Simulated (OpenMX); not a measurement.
The system is AgBr.

```
Ag Br
1.0
     0.00000    2.87015    2.87015
     2.87015    0.00000    2.87015
     2.87015    2.87015    0.00000
Ag Br
1 1
Direct
  0.00000 0.00000 0.00000
  0.50000 0.50000 0.50000
```

* Program: OpenMX 3.8.5
* Task: single point
* Functional: PBE
* Potentials or basis: OpenMX 2013 PBE set, Ag7.0-s3p2d2, Br7.0-s3p2d2, grid cutoff 350 Ry
* k mesh: 9 × 9 × 9
* Occupations: fermi-dirac, width 0.05 eV
* Spin: no spin polarisation

On this cell: pressure 3.3 GPa; largest force zero by symmetry; band gap on the k mesh 0.77 eV, indirect (least direct gap 2.66 eV).

The same run follows on a disturbed copy (atoms moved at random, drawn with an rms of 0.05 Å):

```
Ag Br
1.0
     0.00000    2.87015    2.87015
     2.87015    0.00000    2.87015
     2.87015    2.87015    0.00000
Ag Br
1 1
Direct
  0.00565 0.99636 0.00428
  0.51022 0.48856 0.50500
```

Question: What does the disturbed cell give?

Answer: The energy moves by +0.4 meV/atom; pressure 3.3 GPa; largest force 0.043 eV/Å; band gap on the k mesh 0.77 eV, indirect (least direct gap 2.66 eV).

Forces on the atoms (eV/Å):
```
Ag  -0.024  0.013  0.007
Br   0.033 -0.024  0.014
```

The forces don't sum to zero, so they hold noise of the program's grid.

Caveats: an odd mesh through Γ misses points on the zone boundary, where band edges often lie; the basis of atomic orbitals isn't converged, which shifts pressures, moduli and gaps.
